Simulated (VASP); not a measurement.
# Hf (P6/mmm) in VASP: notebook

One crystal, Hf, is run at these levels: PBEsol, r2SCAN; tasks: single point.

Program: VASP 6.6.1. These are calculated values, not measurements. Logs are shortened: lines on timing, memory, paths and dates and some standing lists are left out, and cuts for length are marked.

### Step 1. Starting point

The structure is hexagonal, space group P6/mmm (No. 191). The conventional cell has a = 4.912 Å, b = 4.912 Å, c = 3.060 Å, α = 90.00°, β = 90.00°, γ = 120.00°. Hf (site symmetry -6m2) is surrounded by 11 Hf at 2.84 to 3.22 Å. Hf (site symmetry 6/mmm) is surrounded by 14 Hf at 3.06 to 3.22 Å.

This isn't the form of Hf at room conditions, which is hcp.

### Step 2. Single point, PBEsol

INCAR

```
SYSTEM = Hf
  PREC = Accurate
  ENCUT = 900
  EDIFF = 1E-6
  ISMEAR = 0
  SIGMA = 0.1
  LREAL = .FALSE.
  LASPH = .TRUE.
  NELM = 60
  ALGO = Fast
  ISIF = 2
  LWAVE = .FALSE.
  LCHARG = .FALSE.
  GGA = PS
```

KPOINTS

```
Automatic mesh
0
G
  12 12 14
  0 0 0
```

POSCAR

```
Hf
1.0
    4.9124200000      0.0000000000      0.0000000000
   -2.4562100000      4.2542800000      0.0000000000
    0.0000000000      0.0000000000      3.0596800000
Hf
3
Direct
    0.6666700000      0.3333300000      0.5000000000
    0.3333300000      0.6666700000      0.5000000000
    0.0000000000      0.0000000000      0.0000000000
```

Potentials or basis: VASP PAW PBE potentials, release 64 (Hf_pv).

The run is started by

```sh
cat potpaw_PBE.64/Hf_pv/POTCAR > POTCAR
mpirun -np 1 vasp_std > vasp.out
```

OUTCAR:

```text
SYSTEM = Hf
   PREC = Accurate
   ENCUT = 900
   EDIFF = 1E-6
   ISMEAR = 0
   LREAL = .FALSE.
   LASPH = .TRUE.
   NELM = 60
   ISIF = 2
   GGA = PS

 ion  position               nearest neighbor table
   1  0.667  0.333  0.500-   2 2.84   2 2.84   2 2.84   3 3.22   3 3.22   3 3.22   3 3.22   3 3.22
                             3 3.22
   2  0.333  0.667  0.500-   1 2.84   1 2.84   1 2.84   3 3.22   3 3.22   3 3.22   3 3.22   3 3.22
                             3 3.22
   3  0.000  0.000  0.000-   1 3.22   2 3.22   1 3.22   2 3.22   2 3.22   2 3.22   1 3.22   1 3.22
                             1 3.22   1 3.22   2 3.22   2 3.22

  LATTYP: Found a hexagonal cell.
 ALAT       =     4.9124200000
 C/A-ratio  =     0.6228457664

  Lattice vectors:

 A1 = (   4.9124200000,   0.0000000000,   0.0000000000)
 A2 = (  -2.4562100000,   4.2542800000,   0.0000000000)
 A3 = (   0.0000000000,   0.0000000000,   3.0596800000)

Analysis of symmetry for initial positions (statically):
=====================================================================
 Subroutine PRICEL returns:
 Original cell was already a primitive cell.

 Routine SETGRP: Setting up the symmetry group for a
 hexagonal supercell.

 Subroutine GETGRP returns: Found  8 space group operations
 (whereof  8 operations were pure point group operations)
 out of a pool of 24 trial point group operations.

The static configuration has the point symmetry D_2h.

Analysis of symmetry for dynamics (positions and initial velocities):
=====================================================================
 Subroutine PRICEL returns:
 Original cell was already a primitive cell.

 Routine SETGRP: Setting up the symmetry group for a
 hexagonal supercell.

 Subroutine GETGRP returns: Found  8 space group operations
 (whereof  8 operations were pure point group operations)
 out of a pool of 24 trial point group operations.

The dynamic configuration has the point symmetry D_2h.

 Subroutine INISYM returns: Found  8 space group operations
 (whereof  8 operations are pure point group operations),
 and found     1 'primitive' translations

----------------------------------------------------------------------------------------

                                     Primitive cell

  volume of cell :      63.9437

  direct lattice vectors                    reciprocal lattice vectors
     4.912420000  0.000000000  0.000000000     0.203565656  0.117528701  0.000000000
    -2.456210000  4.254280000  0.000000000     0.000000000  0.235057401  0.000000000
     0.000000000  0.000000000  3.059680000     0.000000000  0.000000000  0.326831564

  length of vectors
     4.912420000  4.912419555  3.059680000     0.235057380  0.235057401  0.326831564

  position of ions in fractional coordinates (direct lattice)
     0.666670000  0.333330000  0.500000000
     0.333330000  0.666670000  0.500000000
     0.000000000  0.000000000  0.000000000

  ion indices of the primitive-cell ions
   primitive index   ion index
                 1           1
                 2           2
                 3           3

----------------------------------------------------------------------------------------

 KPOINTS: Automatic mesh

Automatic generation of k-mesh.
 Grid dimensions read from file:
 generate k-points for:   12   12   14

 Generating k-lattice:

  Cartesian coordinates                     Fractional coordinates (reciprocal lattice)
     0.016963805  0.009794058  0.000000000     0.083333333  0.000000000  0.000000000
     0.000000000  0.019588117  0.000000000     0.000000000  0.083333333  0.000000000
     0.000000000  0.000000000  0.023345112     0.000000000  0.000000000  0.071428571

  Length of vectors
     0.019588115  0.019588117  0.023345112

  Shift w.r.t. Gamma in fractional coordinates (k-lattice)
     0.000000000  0.000000000  0.000000000

 Subroutine IBZKPT returns following result:
 ===========================================

 Found    344 irreducible k-points:

 Following reciprocal coordinates:
            Coordinates               Weight
  0.000000  0.000000  0.000000      1.000000
  0.083333  0.000000  0.000000      4.000000
 -0.083333  0.083333  0.000000      2.000000
  0.166667 -0.000000  0.000000      4.000000
 -0.166667  0.166667  0.000000      2.000000
  0.250000  0.000000  0.000000      4.000000
[... 16 lines left out ...]
 -0.083333  0.416667  0.000000      4.000000
 -0.416667  0.333333  0.000000      4.000000
 [... further k-points ...]
   k-points           NKPTS =    344   k-points in BZ     NKDIM =    344   number of bands    NBANDS=     19
   number of dos      NEDOS =    301   number of ions     NIONS =      3
   total plane-waves  NPLWV =  69120
   dimension x,y,z NGX =    48 NGY =   48 NGZ =   30
   dimension x,y,z NGXF=    96 NGYF=   96 NGZF=   60
   ions per type =               3
   NGX,Y,Z   is equivalent  to a cutoff of  16.24, 16.24, 16.30 a.u.
   NGXF,Y,Z  is equivalent  to a cutoff of  32.49, 32.49, 32.60 a.u.
 SYSTEM =  Hf
   PREC   = accura    normal or accurate (medium, high low for compatibility)
   ISTART =      0    job   : 0-new  1-cont  2-samecut
   ICHARG =      2    charge: 1-file 2-atom 10-const
   ISPIN  =      1    spin polarized calculation?
   LNONCOLLINEAR =      F non collinear calculations
   LSORBIT =      F    spin-orbit coupling
   LASPH  =      T    aspherical Exc in radial PAW
   ENCUT  =  900.0 eV  66.15 Ry    8.13 a.u.  12.02 12.02  7.48*2*pi/ulx,y,z
   NELM   =     60;   NELMIN=  2; NELMDL= -5     # of ELM steps
   EDIFF  = 0.1E-05   stopping-criterion for ELM
   LREAL  =      F    real-space projection
[... 7 lines left out ...]
   TEBEG  =    0.0;   TEEND  =   0.0 temperature during run
   PSTRESS=    0.0 pullay stress
   NELECT =      30.0000    total number of electrons
   NUPDOWN=      -1.0000    fix difference up-down
   EMIN   =  10.00;   EMAX   =-10.00  energy-range for DOS
   EFERMI =   0.00;   METHOD = LEGACY
   ISMEAR =     0;   SIGMA  =   0.10  broadening in eV -4-tet -1-fermi 0-gaus
   EFERMI_NEDOS =   21; number of points for ismear=-14 and -15
   IALGO  =     68    algorithm
   IMIX   =      4    mixing-type and parameters
     AMIX     =   0.40;   BMIX     =  1.00
     AMIX_MAG =   1.60;   BMIX_MAG =  1.00
  volume/ion in A,a.u.               =      21.31       143.84
  Fermi-wavevector in a.u.,A,eV,Ry     =   1.272085  2.403892 22.016944  1.618200
  Thomas-Fermi vector in A             =   2.404983
   LORBIT       =      0    0 simple, 1 ext, 2 COOP (PROOUT), +10 PAW based schemes
   GGA     = PS    functional components
   LHFCALC =     F    Hartree Fock is set to
   AEXX    =    0.0000 exact exchange contribution
   IVDW    =     0    specifies the selected vdW correction
   LEPSILON=     F    determine dielectric tensor
   LRPA    =     F    only Hartree local field effects (RPA)
 non-spin polarized calculation
 RMM-DIIS sequential band-by-band and
 Gauss-broadening in eV      SIGMA  =   0.10
  energy-cutoff  :      900.00
  volume of cell :       63.94
 maximum number of plane-waves:      3948
   NGX = 25   NGY = 25   NGZ = 15

 number of electron      30.0000001 magnetization

 Free energy of the ion-electron system (eV)
  ---------------------------------------------------
  ext. energy  EPLUGINS =         0.00000000
  ---------------------------------------------------
  free energy    TOTEN  =       -31.41428262 eV

  energy without entropy =      -31.40184952  energy(sigma->0) =      -31.40806607

 E-fermi :   4.8965     XC(G=0): -11.6127

 val. band max:        4.8846635870   @ k =   0.3333   0.3333   0.2857
 cond. band min:       4.8986984655   @ k =   0.3333   0.3333   0.2143
 fundamental gap:      0.0140348785
 Fermi energy:         4.8965226514

 k-point     1 :       0.0000    0.0000    0.0000
  band No.  band energies     occupation
      1     -25.6915      2.00000
      2     -25.6915      2.00000
      3     -25.6664      2.00000
      4     -25.6662      2.00000
      5     -25.2456      2.00000
      6     -24.9805      2.00000
[... 11 lines left out ...]
     18       7.0849      0.00000
     19       7.0914      0.00000

 k-point     2 :       0.0833    0.0000    0.0000
  band No.  band energies     occupation
      1     -25.7566      2.00000
      2     -25.7471      2.00000
      3     -25.5999      2.00000
      4     -25.5913      2.00000
      5     -25.2422      2.00000
      6     -24.9815      2.00000
[... 11 lines left out ...]
     18       6.9739      0.00000
     19       7.2360      0.00000

 k-point     3 :      -0.0833    0.0833    0.0000
  band No.  band energies     occupation
      1     -25.7566      2.00000
      2     -25.7470      2.00000
      3     -25.5999      2.00000
      4     -25.5913      2.00000
      5     -25.2422      2.00000
      6     -24.9815      2.00000
[... 11 lines left out ...]
     18       6.9736      0.00000
     19       7.1716      0.00000

 k-point     4 :       0.1667   -0.0000    0.0000
  band No.  band energies     occupation
      1     -25.8264      2.00000
      2     -25.7839      2.00000
      3     -25.5261      2.00000
      4     -25.5011      2.00000
      5     -25.2326      2.00000
      6     -24.9838      2.00000
[... 407 lines left out ...]
     18       5.9872      0.00000
     19       6.6148      0.00000

 k-point    23 :      -0.0833    0.4167    0.0000
  band No.  band energies     occupation
      1     -25.9337      2.00000
      2     -25.7386      2.00000
      3     -25.4651      2.00000
      4     -25.3420      2.00000
      5     -25.1969      2.00000
      6     -25.0581      2.00000
[... 11 lines left out ...]
     18       5.9871      0.00000
     19       6.6149      0.00000

 k-point    24 :      -0.4167    0.3333    0.0000
  band No.  band energies     occupation
      1     -25.9337      2.00000
      2     -25.7386      2.00000
      3     -25.4651      2.00000
      4     -25.3420      2.00000
      5     -25.1969      2.00000
      6     -25.0581      2.00000
[... 11 lines left out ...]
     18       5.9871      0.00000
     19       6.6149      0.00000

 [... further k-points ...]

------------------------ aborting loop because EDIFF is reached ----------------------------------------

  FORCE on cell =-STRESS in cart. coord.  units (eV):
  Direction    XX          YY          ZZ          XY          YZ          ZX
  --------------------------------------------------------------------------------------
  -------------------------------------------------------------------------------------
  Total       -0.0014756     -0.0019238      0.0090983     -0.0003881      0.0000000      0.0000000
  in kB       -0.0369737     -0.0482023      0.2279671     -0.0097242      0.0000000      0.0000000
  external PRESSURE =       0.0475970 kB  Pullay stress =       0.0000000 kB

 VOLUME and BASIS-vectors are now :
 -----------------------------------------------------------------------------
  energy-cutoff  :      900.00
  volume of cell :       63.94
      direct lattice vectors                 reciprocal lattice vectors
     4.912420000  0.000000000  0.000000000     0.203565656  0.117528701  0.000000000
    -2.456210000  4.254280000  0.000000000     0.000000000  0.235057401  0.000000000
     0.000000000  0.000000000  3.059680000     0.000000000  0.000000000  0.326831564

 POSITION                                       TOTAL-FORCE (eV/Angst)
 -----------------------------------------------------------------------------------
      2.45623      1.41808      1.52984        -0.000214      0.000124      0.000000
     -0.00002      2.83620      1.52984         0.000214     -0.000124      0.000000
      0.00000      0.00000      0.00000         0.000000      0.000000      0.000000
 -----------------------------------------------------------------------------------
    total drift:                                0.000000     -0.000000      0.000000

  FREE ENERGIE OF THE ION-ELECTRON SYSTEM (eV)
  ---------------------------------------------------
  free  energy   TOTEN  =       -31.4142826153 eV

  energy  without entropy=      -31.4018495224  energy(sigma->0) =      -31.40806607
```

Run time: 9.5 min. Hardware: 1 thread of AMD EPYC 9R45 (Zen 5), shared host; peak memory 0.8 GiB.

Results:

```yaml
Free_energy: -31.4143 eV
Pressure: 0.0 GPa
Band_gap_on_the_k_mesh: none (metal or under the smearing width)
```

Caveat: the PAW data sets were made with another functional, which shifts forces and pressure a little. The run has no spin-orbit coupling, so splittings on Hf are missing.

(Continued in part 2 of 2.)
